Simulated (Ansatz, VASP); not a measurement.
## SiO2: VASP beside Ansatz

```
Si O
1.0
     4.18541    0.00000    0.00000
     0.00000    4.18541    0.00000
     0.00000    0.00000    2.56200
Si O
2 4
Direct
  0.50000 0.50000 0.50000
  0.00000 0.00000 0.00000
  0.69389 0.69389 0.00000
  0.19389 0.80611 0.50000
  0.30611 0.30611 0.00000
  0.80611 0.19389 0.50000
```

Change from the starting cell: strain +0.000 along x and y, -0.040 along z, atoms carried along.

Alike in both runs: task single point; functional r2SCAN; k mesh 6 × 6 × 8; occupations gaussian, width 0.05 eV; no spin polarisation.

|  | VASP | Ansatz |
| --- | --- | --- |
| version | VASP 6.6.1 | Ansatz 0.2.0 |
| potentials or method | VASP PAW PBE potentials, release 64 (Si, O) | scalar-relativistic, plane waves, PAW |
| plane-wave cutoff (eV) | 520 | 500 |
| valence electrons in the cell | 32 | 32 |

Ansatz gave:

```
gap on the k mesh at the Fermi level (eV)       : 7.42
least direct gap on the mesh (eV)               : 7.42
pressure (GPa)                                  : 17.5
largest component of the traceless stress (GPa) : 17.80
rms of the force components (eV/Å)              : 0.034
```

Question: Which values does VASP return?

Answer: gap on the k mesh at the Fermi level (eV): 7.42; least direct gap on the mesh (eV): 7.42; pressure (GPa): 18.1; largest component of the traceless stress (GPa): 18.66; rms of the force components (eV/Å): 0.053.

Atom by atom the forces differ by 0.019 eV/Å (rms over components).

Caveats: so large a pressure means that the cell lies far from this level's equilibrium, or that cutoff or potentials fall short (VASP); the potentials were made for another functional, which shifts forces and pressure (VASP). A k mesh can miss the band edges.
